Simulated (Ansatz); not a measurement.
## Fe under changes of volume

One of the cells (12.019 Å³/atom); the others are scaled copies at fixed shape and fractional positions:

```
Fe
1.0
    -1.44300    1.44300    1.44300
     1.44300   -1.44300    1.44300
     1.44300    1.44300   -1.44300
Fe
1
Direct
  0.00000 0.00000 0.00000
```

| Item | Value |
| --- | --- |
| Program | Ansatz 0.2.0 |
| Functional | PBEsol |
| Dispersion | D3(BJ) |
| Potentials or basis | SSSP efficiency PAW |
| Cutoff | 1225 eV |
| Density cutoff | 17143 eV |
| k mesh | 13 × 13 × 13 |
| Occupations | methfessel-paxton, width 0.1 eV |
| Spin | collinear spin, ferromagnetic start |
| Starting moments | [3.0] μB |

```tsv
volume (Å³/atom)	energy over the lowest point (meV/atom)	pressure (GPa)	moment (μB per cell)
11.298	0.00	-13.4	2.12
11.538	22.69	-16.9	2.15
11.778	50.42	-19.8	2.19
12.019	81.48	-21.5	2.27
12.259	114.89	-23.2	2.33
12.499	151.09	-24.8	2.38
12.740	?	?	?
```

Problem. What does the run at 12.740 Å³/atom give?

Solution. Energy over the lowest point 188.13 meV/atom; pressure -24.2 GPa; moment 2.52 μB per cell.

Worked out: A Birch-Murnaghan fit of order 3 (a polynomial in V^(-2/3)) to the other rows has no minimum within the range. It gives 188.68 meV/atom at 12.740 Å³/atom, against the run's 188.13, and -dE/dV = -25.5 GPa, against -24.2. A parabola through the other rows of the moment, of slope 0.322 μB per Å³/atom there, extrapolates to 2.46 μB, against the run's 2.52.

Energies are extrapolated to zero smearing.

Caveats: pairwise dispersion overbinds metals, which lowers pressure and volume.
